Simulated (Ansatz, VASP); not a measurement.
# Si: VASP beside Ansatz

```
Si
1.0
     4.01488    0.00000    0.00000
    -2.00744    3.47698    0.00000
     2.00744   -1.15899    3.09385
Si
2
Direct
  0.00218 0.99782 0.99345
  0.74782 0.25218 0.75655
```

Alike in both runs: functional r2SCAN; k mesh 9 × 9 × 9; occupations gaussian, width 0.02 eV; no spin polarisation.

Ansatz relaxed the structure, and its values are those at the end. VASP's run is a single point on that final structure, the one shown.

```csv
,VASP,Ansatz
version,VASP 6.6.1,Ansatz 0.2.0
potentials or method,"VASP PAW PBE potentials, release 64 (Si)","scalar-relativistic, plane waves, PAW"
plane-wave cutoff (eV),520,500
valence electrons in the cell,8,8
```

```tsv
	VASP	Ansatz	Ansatz less VASP
gap on the k mesh at the Fermi level (eV)	0.52	0.51	-0.009
least direct gap on the mesh (eV)	2.17	2.17	-0.001
pressure (GPa)	-5.8	-5.6	+0.20
rms of the force components (eV/Å)	0.003	0.000	-0.0030
```

Caveats: the PAW data sets were made with another functional, which shifts forces and pressure a little (VASP); an odd mesh through Γ misses points on the zone boundary, where band edges often lie. r2SCAN opens gaps a little over a GGA but as a rule still falls short of measured ones.
